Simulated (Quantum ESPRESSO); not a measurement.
Set up this calculation in Quantum ESPRESSO 7.5, as the native input.

* Task: single point
* Functional: PBE
* Potentials or basis: SSSP 1.3 efficiency PBE
* Cutoff: 748 eV
* Density cutoff: 5987 eV
* k mesh: 10 × 10 × 6
* Occupations: fermi-dirac, width 0.05 eV
* Spin: no spin polarisation
* Mixing beta: 0.5
* Most SCF iterations: 120
* SCF threshold: 4e-10 Ry

Ge:

```
Ge
1.0
     1.48805   -2.59469    0.00000
     1.48805    2.59469    0.00000
     0.00000    0.00000    4.72760
Ge
2
Cartesian
  1.4881 0.8643 1.1819
  1.4881 -0.8643 3.5457
```

This isn't the form of Ge at room conditions, which is diamond.

One way to write it, as run:

pw.in

```
&CONTROL
  calculation = 'scf'
  prefix = 'pwscf'
  outdir = './tmp'
  pseudo_dir = './pseudo'
  tprnfor = .true.
  tstress = .true.
  disk_io = 'low'
/
&SYSTEM
  ibrav = 0
  celldm(1) = 8
  nat = 2
  ntyp = 1
  ecutwfc = 55
  ecutrho = 440
  nbnd = 21
  occupations = 'smearing'
  smearing = 'fd'
  degauss = 0.00367493
/
&ELECTRONS
  conv_thr = 4d-10
  electron_maxstep = 120
  mixing_beta = 0.5
/
ATOMIC_SPECIES
Ge    72.6300 ge_pbe_v1.4.uspp.F.UPF
CELL_PARAMETERS alat
  0.3515015608998  -0.6129065926640   0.0000000000000
  0.3515015608998   0.6129065926640   0.0000000000000
  0.0000000000000   0.0000000000000   1.1167326588792
ATOMIC_POSITIONS crystal
Ge     0.3334466300    0.6665533700    0.2500000000
Ge     0.6665533700    0.3334466300    0.7500000000
K_POINTS automatic
10 10 6 0 0 0
```

pp_density.in

```
&INPUTPP
  prefix = 'pwscf'
  outdir = './tmp'
  filplot = 'density.dat'
  plot_num = 0
/
&PLOT
  nfile = 1
  filepp(1) = 'density.dat'
  iflag = 3
  output_format = 6
  fileout = 'density.cube'
/
```

pp_potential.in

```
&INPUTPP
  prefix = 'pwscf'
  outdir = './tmp'
  filplot = 'potential.dat'
  plot_num = 11
/
&PLOT
  nfile = 1
  filepp(1) = 'potential.dat'
  iflag = 3
  output_format = 6
  fileout = 'potential.cube'
/
```

Potentials or basis: SSSP 1.3 efficiency PBE.

Run with:

```bash
$ OMP_NUM_THREADS=1 pw.x -in pw.in > pw.out
$ OMP_NUM_THREADS=1 pp.x -in pp_density.in > pp_density.out
$ OMP_NUM_THREADS=1 pp.x -in pp_potential.in > pp_potential.out
```

Results of the run:

```json
{
 "Pressure": "4.2 GPa",
 "Band gap on the k mesh": "none (metal or under the smearing width)"
}
```

It took 68 s on 1 thread of Arm Neoverse V1, with other jobs on the host, peak memory 0.23 GiB.
